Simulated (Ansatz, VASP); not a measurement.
**One calculation of Be, two programs**

INCAR

```
PREC     = Accurate       # precision mode
ENCUT    = 520            # plane-wave cutoff, eV
EDIFF    = 1E-8           # SCF threshold, eV
ISMEAR   = -1             # smearing method
SIGMA    = 0.03           # smearing width, eV
LREAL    = F              # projectors in reciprocal space
LASPH    = T              # aspherical terms in the spheres
NELM     = 80             # most SCF steps
ALGO     = Normal         # electronic algorithm
ISIF     = 2              # what is computed and relaxed
LWAVE    = F              # write WAVECAR
LCHARG   = F              # write CHGCAR
GGA      = PE             # functional
LEFG     = T            
NBANDS   = 7              # bands
```

File KPOINTS:

```
regular mesh
0
Gamma
  23 23 23
```

Contents of POSCAR:

```
Be
1.0
   -1.2277574868      1.2277574868      1.2277574868
    1.2277574868     -1.2277574868      1.2277574868
    1.2277574868      1.2277574868     -1.2277574868
Be
1
Direct
    0.0000000000      0.0000000000      0.0000000000
```

Input for Ansatz:

```yaml
crystal:
  lattice:
    - [-1.2277574868, 1.2277574868, 1.2277574868]
    - [1.2277574868, -1.2277574868, 1.2277574868]
    - [1.2277574868, 1.2277574868, -1.2277574868]
  atoms:
    - { symbol: Be, position: [0.0, 0.0, 0.0] }
kpoints:
  mp_grid: { grid: [23, 23, 23] }
scf:
  occupations: { method: fermi_dirac, width: 0.03 }
hamiltonian:
  xc: pbe
  pseudopotentials: { kind: paw }
output:
  forces: true
  stress: true
  eigenvalues: true
  efg: { contact_densities: true }
```

Change from the starting cell: volume scaled by 0.9405, PAW files.

Alike in both runs: task electric field gradients; functional PBE; k mesh 23 × 23 × 23; occupations fermi-dirac, width 0.03 eV; no spin polarisation.

```csv
,VASP,Ansatz
version,VASP 6.6.1,Ansatz 0.2.0
potentials or method,"VASP PAW PBE potentials, release 64 (Be)","PAW with Ansatz's default frozen-core files, scalar-relativistic"
plane-wave cutoff (eV),520,420
valence electrons in the cell,2,2
```

VASP gave:

```
pressure (GPa)                                                 : 7.6
Vzz of the field gradient on the site that differs most (V/Å²) : 0.0
```

Task: Estimate Ansatz's values.

Result: Pressure (GPa): 7.4; Vzz of the field gradient on the site that differs most (V/Å²): 0.0.

The functional is the same, so the differences come from potentials, cutoffs and numerics.
